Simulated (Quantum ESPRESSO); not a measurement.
## WC (Qusongite): equation of state with r2SCAN

WC (Qusongite):

```
CELL_PARAMETERS angstrom
2.90650 0.00000 0.00000
-1.45325 2.51710 0.00000
0.00000 0.00000 2.83660
ATOMIC_POSITIONS crystal
W 0.00000 0.00000 0.00000
C 0.66667 0.33333 0.50000
```

```
Program             : Quantum ESPRESSO 7.5
Task                : equation of state
Functional          : r2SCAN
Potentials or basis : SG15 PBE 1.2
Cutoff              : 1197 eV
Density cutoff      : 4789 eV
k mesh              : 6 × 6 × 6
Occupations         : fermi-dirac, width 0.05 eV
Spin                : no spin polarisation
```

```
Equilibrium volume                        : 10.15 Å³/atom
Bulk modulus at fixed shape and positions : 415 GPa
Pressure derivative of the bulk modulus   : 4.3
```

Energy against volume, from the lowest point:
```tsv
volume (Å³/atom)	energy (meV/atom)
9.754	20.94
9.961	4.42
10.169	0.00
10.376	6.45
10.584	22.67
10.791	47.64
10.999	80.47
```

All runs of the series together: 7.4 min on 2 threads of Intel(R) Xeon(R) 6975P-C (Granite Rapids), with other jobs on the host.

Caveat: the k mesh is coarse (spacing up to 0.42 Å⁻¹), so the values aren't converged; the potentials were made for another functional, which shifts forces and pressure; the cell was scaled at fixed shape and fractional positions, which overstates the stiffness of a crystal with free parameters, most of all of layers and chains. Spin-orbit coupling is left out, which matters for the levels of W.
